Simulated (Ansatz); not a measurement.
KZnF3: clamped-ion strain scan

These are results of DFT PBE, scalar-relativistic, plane waves, PAW in Ansatz 0.2.0, not measurements. The runs took a 420 eV cutoff, a Γ-centred 6×6×6 mesh and Gaussian smearing (0.05 eV). No spin polarisation. Energies are free energies at this smearing, counted from the undisturbed cell; pressure is positive in compression.

Reference structure (as given, not relaxed at this level; it stands at 4.6 GPa, and it needn't be the usual structure):

```xyz
5
Lattice="4.0500 0.0000 0.0000 0.0000 4.0500 0.0000 0.0000 0.0000 4.0500" Properties=species:S:1:pos:R:3 pbc="T T T"
K     0.0000    0.0000    0.0000
Zn    2.0250    2.0250    2.0250
F     2.0250    2.0250    0.0000
F     0.0000    2.0250    2.0250
F     2.0250    0.0000    2.0250
```

The cell is strained by ε times the Voigt pattern (0, 1, 0, 0, 0, 0) (xx, yy, zz, yz, xz, xy; engineering shear) with fractional coordinates fixed.

| ε | ΔE (meV/atom) | stress summed along the pattern (GPa, tension positive) | pressure (GPa) | gap on the mesh (eV) |
| --- | --- | --- | --- | --- |
| -0.1500 | 300.7 | -55.59 | 30.9 | 3.89 |
| -0.1125 | ? | -35.42 | 21.1 | ? |
| -0.0750 | 74.0 | -21.29 | 13.8 | 3.84 |
| -0.0375 | 24.1 | -11.42 | 8.5 | 3.85 |
| 0.0000 | 0.0 | -4.55 | 4.6 | 3.86 |
| 0.0375 | ? | 0.16 | ? | 3.67 |
| 0.0750 | -0.6 | 3.33 | -0.6 | 3.51 |
| 0.1125 | 13.2 | 5.38 | -2.1 | 3.38 |
| 0.1312 | ? | ? | -2.8 | 3.32 |
| 0.1500 | 32.0 | 6.63 | -3.3 | 3.27 |

Q: Give the withheld values.

A: ΔE (meV/atom) at ε = -0.1125: 160.9; gap on the mesh (eV) at ε = -0.1125: 3.85; ΔE (meV/atom) at ε = 0.0375: -6.4; pressure (GPa) at ε = 0.0375: 1.6; ΔE (meV/atom) at ε = 0.1312: 22.0; stress summed along the pattern (GPa, tension positive) at ε = 0.1312: 6.08.